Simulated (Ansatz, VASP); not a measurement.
**One calculation of H, two programs**

File INCAR:

```
SYSTEM = H
ALGO = Normal ; EDIFF = 1E-7
ENCUT = 520 ; GGA = PS
ISIF = 2 ; ISMEAR = 0
LASPH = .True. ; LCHARG = .False.
LREAL = .False. ; LWAVE = .False.
NBANDS = 10 ; NELM = 60
PREC = Accurate ; SIGMA = 0.02
```

The input KPOINTS:

```
k-points
0
Gamma
  6 6 6
  0 0 0
```

File POSCAR:

```
H
1.0
    2.6234813799     -2.5669048168      0.0000000000
    2.6234813799      2.5669048168      0.0000000000
    0.0000000000      0.0000000000      4.1418180000
H
4
Direct
    0.9532956300      0.0467043700      0.0685088900
    0.4532956300      0.5467043700      0.4314911100
    0.5467043700      0.4532956300      0.5685088900
    0.0467043700      0.9532956300      0.9314911100
```

Input for Ansatz:

```yaml
crystal:
  lattice:
    - [2.6234813799, -2.5669048168, 0.0]
    - [2.6234813799, 2.5669048168, 0.0]
    - [0.0, 0.0, 4.141818]
  atoms:
    - { symbol: H, position: [0.95329563, 0.04670437, 0.06850889] }
    - { symbol: H, position: [0.45329563, 0.54670437, 0.43149111] }
    - { symbol: H, position: [0.54670437, 0.45329563, 0.56850889] }
    - { symbol: H, position: [0.04670437, 0.95329563, 0.93149111] }
basis:
  ecutwfc: 420
kpoints:
  mp_grid: { grid: [6, 6, 6] }
hamiltonian:
  xc: pbesol
scf:
  occupations: { method: gaussian, width: 0.02 }
output:
  forces: true
  stress: true
  eigenvalues: true
```

Alike in both runs: task single point; functional PBEsol; k mesh 6 × 6 × 6; occupations gaussian, width 0.02 eV; no spin polarisation.

```csv
,VASP,Ansatz
version,VASP 6.6.1,Ansatz 0.2.0
potentials or method,"VASP PAW PBE potentials, release 64 (H)","scalar-relativistic, plane waves, PAW"
plane-wave cutoff (eV),520,420
valence electrons in the cell,4,4
```

|  | VASP | Ansatz | Ansatz less VASP |
| --- | --- | --- | --- |
| gap on the k mesh at the Fermi level (eV) | 9.14 | 9.14 | +0.003 |
| least direct gap on the mesh (eV) | 9.76 | 9.77 | +0.003 |
| pressure (GPa) | 0.7 | 0.8 | +0.16 |
| largest component of the traceless stress (GPa) | 0.79 | 0.80 | +0.009 |
| rms of the force components (eV/Å) | 0.332 | 0.331 | -0.0008 |

Atom by atom the forces differ by 0.001 eV/Å (rms over components). The functional is the same, so the differences come from potentials, cutoffs and numerics.

Caveats: the PAW data sets were made with another functional, which shifts forces and pressure a little (VASP). PBEsol gaps usually lie below the measured ones, often by a third to a half. A k mesh can miss the band edges.
